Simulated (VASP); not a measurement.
## KCl in VASP 6.6.1, single-point calculation

INCAR

```
NBANDS = 15
ENCUT = 520
LASPH = .TRUE.
ISMEAR = 0
LREAL = .FALSE.
IBRION = -1
METAGGA = RTPSS
NSW = 0
SIGMA = 0.3
LCHARG = .FALSE.
PREC = Accurate
ISIF = 2
NELM = 120
LWAVE = .FALSE.
EDIFF = 1E-7
```

KPOINTS

```
KPOINTS created by Atomic Simulation Environment
0
Gamma
6 6 6
0 0 0
```

POSCAR

```
K  Cl
 1.0000000000000000
     0.0000000000000000    3.5072828303999999    3.5072828303999999
     3.4196007597000002    0.0000000000000000    3.5072828303999999
     3.4196007597000002    3.5072828303999999    0.0000000000000000
 K   Cl
   1   1
Cartesian
  0.0000000000000000  0.0000000000000000  0.0000000000000000
  1.7098003798500003  1.7536414151999997  1.7536414151999999
```

The recommended PBE PAW datasets give the neutral cell 16 valence electrons.

Command

```
mpirun -np 1 vasp_std
```

Problem. Predict the outcome of this run.

Solution. It converged. Results: gap between bands v and c on the k mesh 5.35 eV; least direct gap on the k mesh 5.40 eV; pressure 0.7 GPa. Band v is the last that the valence electrons fill when counted band by band, and c is the next.

OSZICAR

```
N       E                     dE             d eps       ncg     rms          rms(c)
DAV:   1     0.211497319721E+03    0.21150E+03   -0.12280E+04   936   0.275E+04
DAV:   2    -0.145960512782E+04   -0.16711E+04   -0.14246E+04  1565   0.374E+02
DAV:   3    -0.166939456356E+04   -0.20979E+03   -0.20921E+03  1345   0.454E+02
DAV:   4    -0.167305059634E+04   -0.36560E+01   -0.35428E+01  1497   0.766E+01
DAV:   5    -0.167335866495E+04   -0.30807E+00   -0.30610E+00  1296   0.166E+01    0.110E+02
DAV:   6    -0.846157799537E+01    0.16649E+04   -0.61595E+03   942   0.157E+02    0.410E+01
DAV:   7    -0.840926911195E+01    0.52309E-01   -0.18460E+00  1433   0.865E+00    0.287E+01
DAV:   8    -0.821025635501E+01    0.19901E+00   -0.60792E-01  1131   0.405E+00    0.164E+01
DAV:   9    -0.824376272336E+01   -0.33506E-01   -0.81203E-02  1166   0.161E+00    0.906E+00
DAV:  10    -0.828963172723E+01   -0.45869E-01   -0.12470E-01   991   0.195E+00    0.579E-01
DAV:  11    -0.829464571988E+01   -0.50140E-02   -0.83680E-03  1402   0.458E-01    0.453E-01
DAV:  12    -0.829945225321E+01   -0.48065E-02   -0.64297E-03   907   0.535E-01    0.467E-01
DAV:  13    -0.829952980431E+01   -0.77551E-04   -0.14312E-04  1309   0.908E-02    0.229E-01
DAV:  14    -0.829959548785E+01   -0.65684E-04   -0.12931E-04   907   0.867E-02    0.388E-02
DAV:  15    -0.829960509281E+01   -0.96050E-05   -0.83659E-06  1208   0.220E-02    0.634E-03
DAV:  16    -0.829960574130E+01   -0.64849E-06   -0.18213E-06   928   0.109E-02    0.333E-03
DAV:  17    -0.829960541594E+01    0.32536E-06   -0.58982E-07   942   0.579E-03    0.987E-04
DAV:  18    -0.829960554169E+01   -0.12575E-06   -0.79926E-08  1010   0.228E-03    0.524E-04
DAV:  19    -0.829960551603E+01    0.25657E-07   -0.10161E-08   856   0.883E-04
   1 F= -.82996055E+01 E0= -.82996055E+01  d E =-.217737E-11
```

For comparison, a separate PBE run of the intended cell, on usual settings and not on those above, gives a gap of 4.82 eV on its mesh and a pressure of 0.6 GPa.
